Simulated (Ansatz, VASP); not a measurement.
One calculation of MgSe, two programs

```xyz
2
Lattice="0.0000 2.7255 2.7255 2.7255 0.0000 2.7255 2.7255 2.7255 0.0000" Properties=species:S:1:pos:R:3 pbc="T T T"
Mg    0.0000    0.0000    0.0000
Se    2.7255    2.7255    2.7255
```

Alike in both runs: task single point; functional LDA; k mesh 8 × 8 × 8; occupations fermi-dirac, width 0.02 eV; no spin polarisation.

|  | VASP | Ansatz |
| --- | --- | --- |
| version | VASP 6.6.1 | Ansatz 0.2.0 |
| potentials or method | VASP PAW LDA potentials, release 64 (Mg, Se), cutoff 520 eV | all-electron LAPW, scalar-relativistic |

```tsv
	VASP	Ansatz	Ansatz less VASP
gap on the k mesh at the Fermi level (eV)	1.65	1.66	+0.014
pressure (GPa)	-2.4	-2.1	+0.32
```

Ansatz ran all-electron here, so the differences hold the error of VASP's frozen core and of both bases.

A k mesh can miss the band edges. Expect the measured gap to be larger: semilocal functionals such as LDA lack the derivative discontinuity.
